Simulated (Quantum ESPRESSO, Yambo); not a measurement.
# MgI2 (1T monolayer): G0W0 with Yambo, start to end, part 3 of 3

How does a plane-wave GW calculation on MgI2 (1T monolayer) run from the first input to the gap?

Quantum ESPRESSO 7.5 and Yambo 5.3.0; PBE and many-body steps on it, plane waves. Known limits of the many-body steps: not at the basis limit; no spin-orbit coupling.

So far. Step 3 (Bands along the symmetry lines): The gap is 3.665 eV, −0.050 eV from the run before at this level. Step 4 (Empty states on the mesh, 6×6×1 mesh, 356 bands): On this mesh the gap is 3.665 eV.

### 6. Screening and self-energy, 6×6×1 mesh, 356 bands, screening to 136.1 eV

G0W0 replaces the xc potential by the self-energy, built once from these orbitals. Only a window of levels is corrected, while the sums run over the empty bands that the input names.

This step: G0W0 on PBE, plane waves, norm-conserving pseudopotentials.

File gw3.in:

```
HF_and_locXC
gw0
dyson
ppa
em1d
rim_cut
rim_w
RandQpts= 3000000
RandGvec= 100 RL
CUTGeo= "slab z"
RandGvecW= 9 RL
EXXRLvcs= 76 Ry
VXCRLvcs= 304 Ry
Chimod= "HARTREE"
% BndsRnXp
 1 | 356 |
%
NGsBlkXp= 10 Ry
% LongDrXp
 1 | 1 | 0 |
%
% GbndRnge
 1 | 356 |
%
DysSolver= "n"
ExtendOut
PPAPntXp= 27.21138 eV
% QPkrange
 1 | 1 | 29 | 32 |
 4 | 4 | 29 | 32 |
%
```

Command:

```bash
OMP_NUM_THREADS=1 mpirun -n 4 yambo -F gw3.in -J gw3 -C gw3 > gw3.log
```

The program printed:

```text
 Yambo, version 5.3.0

 [02] CORE Variables Setup
 =========================

  [... cell, symmetries and grids as in the set-up ...]

  [02.05] Energies & Occupations
  ==============================

  [X] === General ===
  [X] Electronic Temperature                        :  0.000000  0.000000 [eV K]
  [X] Bosonic    Temperature                        :  0.000000  0.000000 [eV K]
  [X] Finite Temperature mode                       : no
  [X] El. density                                   :  0.24459E+24 [cm-3]
  [X] Fermi Level                                   : -1.403412 [eV]

  [X] === Gaps and Widths ===
  [X] Conduction Band Min                           :  3.665263 [eV]
  [X] Valence Band Max                              :  0.000000 [eV]
  [X] Filled Bands                                  :  30
  [X] Empty Bands                                   :    31   356
  [X] Direct Gap                                    :  3.979035 [eV]
  [X] Direct Gap localized at k                     :  1
  [X] Indirect Gap                                  :  3.665263 [eV]
  [X] Indirect Gap between kpts                     :   1   4
  [X] Last valence band width                       :  0.671967 [eV]
  [X] 1st conduction band width                     :  1.070350 [eV]

 [03] Transferred momenta grid and indexing
 ==========================================

 IBZ Q-points                                      :   7
 BZ  Q-points                                      :   36

 K/Q-points units:
 rlu = crystal or reduced units; cc = cartesian coordinates; iku = interal k-units

 Q [1]          [rlu]:  0.000000  0.000000  0.000000
 Q [2]          [rlu]:  0.40333E-17  0.16667       0.0000
 Q [3]          [rlu]:  0.80666E-17  0.33333       0.0000
 Q [4]          [rlu]: -0.12100E-16 -0.50000       0.0000
 Q [5]          [rlu]:  0.166667  0.166667  0.000000
 Q [6]          [rlu]:  0.166667  0.333333  0.000000
 Q [7]          [rlu]:  0.333333  0.333333  0.000000

 [04] Coloumb potential Random Integration (RIM)
 ===============================================

 Performing RIM of v_slab

  [04.01] RIM initialization
  ==========================

  * Diagonal components only detected *

  8 x (sBL volume)        :  0.033298 [a.u.]
  sBZ random points       :  3000000
  Points outside the sBZ  :  24000829
  RL volume               :  0.149843 [a.u.]
  Integrated volume       :  0.149837 [a.u.]

  [04.02] RIM integrals
  =====================

  Gamma point sphere radius             :  0.035709 [a.u.]
  Points outside the sphere             :  2398884
  [Int_sBZ(q=0) 1/q^2]*(Vol_sBZ)^(-1/3) =:  7.474062
                                 should be <:  7.795600

  Summary of Coulomb integrals for non-metallic bands |Q|[au] RIM/Bare

  Q [1] 0.100000E-4 0.958754 * Q [2] 0.152079 0.990823
  Q [5] 0.263409 1.022660 * Q [3] 0.304159 1.022159
  Q [6] 0.402364 1.017226 * Q [4] 0.456238 1.014482
  Q [7] 0.526819 1.011227
  Non-periodic chartesian directions : none
  Optical renormalization            :  30.23562 [au]
  Polarizability dimension           : length

 [05] Coloumb potential CutOffslab
 =================================

 Cut directionsZ
 Slab Cutoff:Z
 Symmetry test passed : yes

 [06] Dipoles
 ============

  [06.01] Setup: observables and procedures
  =========================================

  [WARNING] [x,Vnl] slows the Dipoles computation. To neglect it rename the ns.kb_pp file

 [07] Dynamic Dielectric Matrix (PPA)
 ====================================

 [WR./gw3//ndb.pp]---------------------------------------------------------------
  Brillouin Zone Q/K grids (IBZ/BZ)                :    7   36    7   36
  RL vectors                                       :  21779 [WF]
  Coulomb cutoff potential                         : slab z
  Electronic Temperature                           :  0.000000 [K]
  Bosonic    Temperature                           :  0.000000 [K]
  PPA    diel. fun.  energies                      : Perdew, Burke & Ernzerhof(X)+Perdew, Burke & Ernzerhof(C)
  wavefunctions                                    : Perdew, Burke & Ernzerhof(X)+Perdew, Burke & Ernzerhof(C)
  Global Gauge                                     : length
  X matrix size                                    :   853
  X band range                                     :     1   356
  X e/h energy range                               : -1.000000 -1.000000 [eV]
  X Time ordering                                  : R
  X Hxc Kernel                                     : HARTREE
  X Drude frequency                                :  0.000000  0.000000
  X poles                                          :  100.0000 [o/o]
  RL vectors in the sum                            :  21779
  [r,Vnl] included                                 : yes
  Field direction                                  :  0.707107E-5  0.707107E-5   0.00000
  BZ energy Double Grid                            : no
  BZ energy DbGd points                            : 0
  BZ Q point size factor                           : -1.000000
  X Optical Averaged directions                    : none

 [08] Local Exchange-Correlation + Non-Local Fock
 ================================================

 [VXC] Plane waves :  148115
 [EXS] Plane waves :  18431

 QP @ state[ 1 ] K range:  1  1
 QP @ state[ 1 ] b range:   29   32
 QP @ state[ 2 ] K range:   4   4
 QP @ state[ 2 ] b range:   29   32

 [xc] Functional : Perdew, Burke & Ernzerhof(X)+Perdew, Burke & Ernzerhof(C)
 [xc] LIBXC used to calculate xc functional
  PP Number of Atomic Species                      :  2
  NLCC RL compoments                               :  148115
  PP Number of Atomic Species                      :  2
  NLCC RL compoments                               :  148115

 [xc] E_xc :  -51.63343 [Ha]
      E_xc :  -103.2669 [Ry]

  Local XC kind (lXC) : Perdew, Burke & Ernzerhof(X)+Perdew, Burke & Ernzerhof(C)
  Non-Local XC kind (nlXC) : Hartree-Fock

  Corrections @ K [1] :  [eV]
 <29|nlXC|29> = -16.54534 -0.66382E-17 <29|lXC|29> = -13.82048  0.18882E-15
 <30|nlXC|30> = -16.54529  0.24104E-17 <30|lXC|30> = -13.82048 -0.37763E-15
 <31|nlXC|31> = -5.758099 -0.20153E-18 <31|lXC|31> = -9.514106 -0.37763E-15
 <32|nlXC|32> = -4.904980  0.54718E-18 <32|lXC|32> = -8.904741  0.28323E-15

  Corrections @ K [4] :  [eV]
 <29|nlXC|29> = -16.01394  0.27719E-17 <29|lXC|29> = -12.92482 -0.47204E-16
 <30|nlXC|30> = -16.30376 -0.22452E-17 <30|lXC|30> = -13.39132  0.23602E-16
 <31|nlXC|31> = -5.720157  0.13837E-17 <31|lXC|31> = -9.602717  0.22940E-27
 <32|nlXC|32> = -4.763227  0.10506E-18 <32|lXC|32> = -8.729523  0.70806E-16

 [09] Dyson equation: Newton solver
 ==================================

  [09.01] RIM-W interpolation
  ===========================

  [WARNING] RIM-W works only for 2D semiconductors with slab cutoff
  Found compatible q grid: 2D
  q_min[ 1 ]:  0.16667      0.37797E-11   0.0000     [rlu]
   0.166667  0.083333  0.000000 [iku]
  q_min[ 2 ]:  0.40333E-17  0.16667       0.0000     [rlu]
  -0.91479E-11  0.16667       0.0000     [iku]
  G-vectors :   9
  G-vectors loaded:   61
  Number of interpolated frequencies:  2

  Evaluating coefficients q = 0
  Evaluating coefficients q = 0

  [09.02] RIM-W integrals
  =======================

  8 x (sBL volume)        :  0.033298 [a.u.]
  sBZ random points       :  3000000
  Points outside the sBZ  :  24000829
  RL volume               :  0.149843 [a.u.]
  Integrated volume       :  0.149837 [a.u.]

  [09.03] RIM integrals
  =====================

  Comparison between head Wc = W - v averages: < Wc > [au] RIM-W/RIM

   < -Wc [Q = 1] > 0.172403E-1 0.120173E-4 * < -Wc [Q = 2] > 0.003914 0.003782
   < -Wc [Q = 3] > 0.807771E-3 0.795186E-3 * < -Wc [Q = 4] > 0.290433E-3 0.287380E-3
   < -Wc [Q = 5] > 0.001151 0.001132 * < -Wc [Q = 6] > 0.407495E-3 0.403787E-3
   < -Wc [Q = 7] > 0.206342E-3 0.205501E-3

  Comparison between head Wc = W - v averages: < Wc > [au] RIM-W/RIM

   < -Wc [G = 1,G`=0] > 0.172403E-1 0.120173E-4 * < -Wc [G = 2,G`=0] >-0.001242 0.000000
   < -Wc [G = 3,G`=0] >-0.001242 0.000000 * < -Wc [G = 4,G`=0] >-0.178766E-4  0.00000
   < -Wc [G = 5,G`=0] >-0.178680E-4  0.00000 * < -Wc [G = 6,G`=0] > 0.107290E-3  0.00000
   < -Wc [G = 7,G`=0] > 0.107281E-3  0.00000 * < -Wc [G = 8,G`=0] >-0.163908E-4  0.00000
   < -Wc [G = 9,G`=0] >-0.163902E-4  0.00000

 [10] G0W0 (W PPA)
 =================

 [  GW  ] Bands range     :     1   356
 [GW/PPA] G damping       :  0.100000 [eV]

 QP @ state[ 1 ] K range:  1  1
 QP @ state[ 1 ] b range:   29   32
 QP @ state[ 2 ] K range:   4   4
 QP @ state[ 2 ] b range:   29   32

  Sc/G bands                                       :     1   356
  Sc/G damping                                     :  0.100000 ev
  Sc bands terminator                              : no
  Sx RL components                                 :  18431

  QP @ state[ 1 ] K range                          :  1  1
  QP @ state[ 1 ] b range                          :   29   32
  QP @ state[ 2 ] K range                          :   4   4
  QP @ state[ 2 ] b range                          :   29   32
  GF energies kind                                 : Perdew, Burke & Ernzerhof(X)+Perdew, Burke & Ernzerhof(C)
  GF WF`s kind                                     : Perdew, Burke & Ernzerhof(X)+Perdew, Burke & Ernzerhof(C)
  Xs energies kind                                 : Perdew, Burke & Ernzerhof(X)+Perdew, Burke & Ernzerhof(C)
  Xs WF`s kind                                     : Perdew, Burke & Ernzerhof(X)+Perdew, Burke & Ernzerhof(C)

 [14] Game Over & Game summary
```

The job ended after 36 min (4 MPI ranks of Arm Neoverse V1, shared host; peak memory 5.3 GiB).

Numbers from this step:

```yaml
g0w0_gap_on_the_points_computed: 6.005 eV
starting_gap_on_the_mesh: 3.665 eV
k_of_the_valence_top: 0, 0, 0
k_of_the_conduction_bottom: 0, -0.5, 0
least_direct_g0w0_gap_on_the_computed_points: 6.284 eV
z_at_the_valence_top: 0.8119
z_at_the_conduction_bottom: 0.8310
```

The gap on the mesh goes from 3.67 eV to 6.00 eV, a correction of +2.34 eV. The start differs from the 3.72 eV found before because the two sample other k points.

Limits: finite bands, cutoff and mesh; no spin-orbit coupling. v1 is the top filled band, c1 the lowest empty one. Levels before and after the correction, in eV, zero at the valence-band top of each column:

|  | conduction bottom | valence top |
| --- | --- | --- |
| Kohn-Sham | 3.67 | 0.00 |
| G0W0 | 6.00 | 0.00 |

|  | level | energy (eV) |
| --- | --- | --- |
| Kohn-Sham | Γ v2-v1 | 0.000 |
| Kohn-Sham | Γ c1 | 3.979 |
| Kohn-Sham | Γ c2 | 4.917 |
| Kohn-Sham | (0 -0.5 0) v2 | -0.618 |
| Kohn-Sham | (0 -0.5 0) v1 | -0.403 |
| Kohn-Sham | (0 -0.5 0) c1 | 3.665 |
| Kohn-Sham | (0 -0.5 0) c2 | 5.522 |
| G0W0 | Γ v2-v1 | 0.000 |
| G0W0 | Γ c1 | 6.284 |
| G0W0 | Γ c2 | 7.212 |
| G0W0 | (0 -0.5 0) v2 | -0.783 |
| G0W0 | (0 -0.5 0) v1 | -0.474 |
| G0W0 | (0 -0.5 0) c1 | 6.005 |
| G0W0 | (0 -0.5 0) c2 | 7.840 |

### 7. Where the time went

Times are wall times on the hardware named with each run, good to a factor of about two.

| step | time | share | memory (GiB) |
| --- | --- | --- | --- |
| ground state | 43 s | 2 % | 0.8 |
| bands along the symmetry lines | 24 s | 1 % | 0.61 |
| empty states on the mesh | 4.2 min | 10 % | 2.5 |
| conversion and set-up | 3.8 s | 0 % | 0.26 |
| screening and self-energy | 36 min | 87 % | 5.3 |

### 8. Results

| Quantity | Value |
| --- | --- |
| PBE gap | 3.67 eV, indirect |
| G0W0 gap on the mesh | 6.00 eV |
| GW settings | 6×6×1 mesh, 356 bands, screening to 136.1 eV, Godby-Needs plasmon pole |
| known limits | not at the basis limit; no spin-orbit coupling |

G0W0 moves the gap on the mesh from 3.67 eV to 6.00 eV (+2.34 eV), with Z of 0.81 and 0.83 at the edges. Only 2 of the mesh's irreducible points were corrected, so a valley elsewhere could overtake. The dearest step here is «screening and self-energy». Bands and cutoff are finite, so the gap is not at the basis limit. The miss can reach some tenths of an eV and take either sign; the mesh is an error of its own. In the G0W0 run levels were corrected at 2 k points alone, so a gap called «on the mesh» is the least over those, and an edge elsewhere would be missed. The many-body steps are scalar-relativistic: spin-orbit coupling is not in them.

[Paths, hosts, dates, memory and timing lines, banners, echoed tables and standing remarks are left out of the program output.]

[Logs are printed without paths, hosts, clocks, repeated set-up lines and the standing remarks that a program may print on its own settings, such as how far it seeks lower states.]

[Runs of the session that timed out or met a known fault of the program may be left out.]

[Hosts, paths, dates, database ids (printed as entryN), source tags and the programs' standing remarks are cut or masked in the printed files.]
